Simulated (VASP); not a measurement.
# Mg (Pm-3m) in VASP: a series of runs, part 2 of 2

VASP 6.6.1.

## Step 4: Single point, LDA

The input, INCAR:

```
PREC = Accurate
ENCUT = 520
EDIFF = 1E-6
ISMEAR = -1
SIGMA = 0.1
LREAL = False
LASPH = True
NELM = 60
ALGO = Fast
ISIF = 2
LWAVE = False
LCHARG = True
GGA = CA
LELF = True
LVHAR = True
NBANDS = 7
```

The input, KPOINTS:

```
regular mesh
0
Gamma
  12 12 12
```

The input, POSCAR:

```
Mg
1.0
    2.9581198595      0.0000000000      0.0000000000
    0.0000000000      2.9581198595      0.0000000000
    0.0000000000      0.0000000000      2.9581198595
Mg
1
Direct
    0.0000000000      0.0000000000      0.0000000000
```

Potentials or basis: VASP PAW LDA potentials, release 64 (Mg).

Launch:

```sh
$ cat potpaw_LDA.64/Mg/POTCAR > POTCAR
$ mpirun -np 1 vasp_std > vasp.out
```

OUTCAR:

```text
PREC = Accurate
   ENCUT = 520
   EDIFF = 1E-6
   ISMEAR = -1
   LREAL = False
   LASPH = True
   NELM = 60
   ISIF = 2
   GGA = CA

 ion  position               nearest neighbor table
   1  0.000  0.000  0.000-

  LATTYP: Found a simple cubic cell.
 ALAT       =     2.9581198595

  Lattice vectors:

 A1 = (   2.9581198595,   0.0000000000,   0.0000000000)
 A2 = (   0.0000000000,   2.9581198595,   0.0000000000)
 A3 = (   0.0000000000,   0.0000000000,   2.9581198595)

Analysis of symmetry for initial positions (statically):
=====================================================================
 Subroutine PRICEL returns:
 Original cell was already a primitive cell.

 Routine SETGRP: Setting up the symmetry group for a
 simple cubic supercell.

 Subroutine GETGRP returns: Found 48 space group operations
 (whereof 48 operations were pure point group operations)
 out of a pool of 48 trial point group operations.

The static configuration has the point symmetry O_h .

[... 158 lines left out ...]
  energy without entropy =       -1.40220808  energy(sigma->0) =       -1.41015402

 E-fermi :   1.7655     XC(G=0):  -8.2619

 val. band max:        1.7453472857   @ k =   0.5000   0.3333   0.1667
 cond. band min:       1.7802599304   @ k =   0.5000   0.2500   0.2500
 fundamental gap:      0.0349126447
 Fermi energy:         1.7655127035

 k-point     1 :       0.0000    0.0000    0.0000
  band No.  band energies     occupation
      1      -4.5826      2.00000
      2      10.1386      0.00000
      3      10.1386      0.00000
      4      11.6535      0.00000
      5      11.6535      0.00000
      6      11.6535      0.00000
      7      16.3818      0.00000
[... 221 lines left out ...]
 k-point    24 :       0.4167    0.3333    0.0000
  band No.  band energies     occupation
      1       0.1823      2.00000
      2       2.8332      0.00005
      3       5.6977      0.00000
      4       8.2729      0.00000
      5      15.6138      0.00000
      6      17.2730      0.00000
      7      17.7930      0.00000

 [... further k-points ...]

------------------------ aborting loop because EDIFF is reached ----------------------------------------

  FORCE on cell =-STRESS in cart. coord.  units (eV):
  Direction    XX          YY          ZZ          XY          YZ          ZX
  --------------------------------------------------------------------------------------
  -------------------------------------------------------------------------------------
  Total       -0.0236908     -0.0236908     -0.0236908     -0.0000000     -0.0000000      0.0000000
  in kB       -1.4663655     -1.4663655     -1.4663655     -0.0000000     -0.0000000      0.0000000
  external PRESSURE =      -1.4663655 kB  Pullay stress =       0.0000000 kB

 VOLUME and BASIS-vectors are now :
 -----------------------------------------------------------------------------
  energy-cutoff  :      520.00
  volume of cell :       25.88
      direct lattice vectors                 reciprocal lattice vectors
     2.958119860  0.000000000  0.000000000     0.338052563  0.000000000  0.000000000
     0.000000000  2.958119860  0.000000000     0.000000000  0.338052563  0.000000000
     0.000000000  0.000000000  2.958119860     0.000000000  0.000000000  0.338052563

 POSITION                                       TOTAL-FORCE (eV/Angst)
 -----------------------------------------------------------------------------------
      0.00000      0.00000      0.00000         0.000000      0.000000      0.000000
 -----------------------------------------------------------------------------------
    total drift:                               -0.000000     -0.000000     -0.000000

  FREE ENERGIE OF THE ION-ELECTRON SYSTEM (eV)
  ---------------------------------------------------
  free  energy   TOTEN  =        -1.4180999546 eV

  energy  without entropy=       -1.4022080799  energy(sigma->0) =       -1.41015402
```

OSZICAR:

```text
N       E                     dE             d eps       ncg     rms          rms(c)
DAV:   1    -0.936675986141E+00   -0.93668E+00   -0.62982E+02  1253   0.177E+02
DAV:   2    -0.143001286411E+01   -0.49334E+00   -0.47719E+00  1561   0.977E+00
DAV:   3    -0.143135591722E+01   -0.13431E-02   -0.13429E-02  1561   0.571E-01
DAV:   4    -0.143135734863E+01   -0.14314E-05   -0.14313E-05  1722   0.152E-02
DAV:   5    -0.143135735285E+01   -0.42244E-08   -0.41642E-08  1561   0.376E-04    0.525E-01
RMM:   6    -0.142368585277E+01    0.76715E-02   -0.64032E-04  1184   0.102E-01    0.330E-01
RMM:   7    -0.141809384487E+01    0.55920E-02   -0.22509E-03  1348   0.191E-01    0.181E-02
RMM:   8    -0.141809985835E+01   -0.60135E-05   -0.71649E-05  1267   0.395E-02    0.484E-03
RMM:   9    -0.141809995463E+01   -0.96284E-07   -0.54499E-06  1296   0.131E-02
   1 F= -.14181000E+01 E0= -.14101540E+01  d E =-.158919E-01
```

stdout:

```text
POSCAR found type information on POSCAR Mg
 POSCAR found :  1 types and       1 ions
 scaLAPACK will be used
 LDA part: xc-table for (Slater(with rela. corr.)+CA(PZ))
 , standard interpolation
 POSCAR, INCAR and KPOINTS ok, starting setup
 FFT: planning ... GRIDC
 FFT: planning ... GRID_SOFT
 FFT: planning ... GRID
 WAVECAR not read
 entering main loop
```

It took 18 s on 1 thread of AMD EPYC, shared host; peak memory 0.1 GiB.

Results:

* Free energy: -1.4181 eV
* Pressure: -0.1 GPa
* Band gap on the k mesh: none (metal or under the smearing width)

## Step 5: The runs side by side

| cell | k mesh | further INCAR settings | gap on the mesh (eV) | pressure (GPa) |
| --- | --- | --- | --- | --- |
| Pm-3m, 25.88 Å³/atom | 17 × 17 × 17 | ALGO = Fast; EDIFF = 1e-06; NBANDS = 7 | none | -0.2 |
| Pm-3m, 22.78 Å³/atom | 12 × 12 × 12 | ALGO = Fast; EDIFF = 1e-07; NBANDS = 7 | none | 4.0 |
| Pm-3m, 25.88 Å³/atom | 12 × 12 × 12 | ALGO = Fast; EDIFF = 1e-06; NBANDS = 7 | none | -0.1 |

Alike in all rows: task single point; level LDA; potentials or basis VASP PAW LDA potentials, release 64 (Mg); no spin polarisation; cutoff (eV) 520; smearing fermi-dirac 0.1 eV.

Every run on the cell as given and a fine mesh finds a metal.

Absolute energies hang on the potentials; compare differences alone.
